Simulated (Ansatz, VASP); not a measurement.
**BN in VASP and in Ansatz**

INCAR

```
ALGO = Normal
EDIFF = 1E-6
ENCUT = 520
GGA = PE
ISIF = 2
ISMEAR = 0
LASPH = True
LCHARG = False
LREAL = False
LWAVE = False
NBANDS = 26
NELM = 60
PREC = Accurate
SIGMA = 0.05
```

Contents of KPOINTS:

```
k-points
0
Gamma
  6 6 6
```

Contents of POSCAR:

```
BN
1.0
    3.6260020000      0.0000000000      0.0000000000
    0.0000000000     -3.6260020000      0.0000000000
    0.0000000000      0.0000000000     -3.6260020000
B N
4 4
Direct
    0.0000000000      0.5000000000      0.5000000000
    0.5000000000      0.0000000000      0.5000000000
    0.5000000000      0.5000000000      0.0000000000
    0.0000000000      0.0000000000      0.0000000000
    0.7500000000      0.7500000000      0.7362107081
    0.2500000000      0.2500000000      0.7500000000
    0.2500000000      0.7500000000      0.2500000000
    0.7500000000      0.2500000000      0.2500000000
```

Input for Ansatz:

```yaml
crystal:
  lattice:
    - [3.626002, 0.0, 0.0]
    - [0.0, -3.626002, 0.0]
    - [0.0, 0.0, -3.626002]
  atoms:
    - { symbol: B, position: [0.0, 0.5, 0.5] }
    - { symbol: B, position: [0.5, 0.0, 0.5] }
    - { symbol: B, position: [0.5, 0.5, 0.0] }
    - { symbol: B, position: [0.0, 0.0, 0.0] }
    - { symbol: "N", position: [0.75, 0.75, 0.7362107081] }
    - { symbol: "N", position: [0.25, 0.25, 0.75] }
    - { symbol: "N", position: [0.25, 0.75, 0.25] }
    - { symbol: "N", position: [0.75, 0.25, 0.25] }
basis:
  ecutwfc: 420
kpoints:
  mp_grid: { grid: [6, 6, 6] }
hamiltonian:
  xc: pbe
scf:
  occupations: { method: gaussian, width: 0.05 }
output:
  forces: true
  stress: true
  eigenvalues: true
```

Alike in both runs: task single point; functional PBE; k mesh 6 × 6 × 6; occupations gaussian, width 0.05 eV; no spin polarisation.

|  | VASP | Ansatz |
| --- | --- | --- |
| version | VASP 6.6.1 | Ansatz 0.2.0 |
| potentials or method | VASP PAW PBE potentials, release 64 (B, N) | scalar-relativistic, plane waves, PAW |
| plane-wave cutoff (eV) | 520 | 420 |
| valence electrons in the cell | 32 | 32 |

Ansatz gave:

* gap on the k mesh at the Fermi level (eV): 4.34
* least direct gap on the mesh (eV): 4.34
* pressure (GPa): -0.2
* largest component of the traceless stress (GPa): 0.22
* rms of the force components (eV/Å): 0.392

Estimate VASP's values.

gap on the k mesh at the Fermi level (eV): 4.33; least direct gap on the mesh (eV): 4.33; pressure (GPa): 0.1; largest component of the traceless stress (GPa): 0.25; rms of the force components (eV/Å): 0.394.

Atom by atom the forces differ by 0.002 eV/Å (rms over components).

Caveats: forces of over 1 eV/Å show positions far from the minimum, so gaps and moduli don't describe the material at rest. A k mesh can miss the band edges.
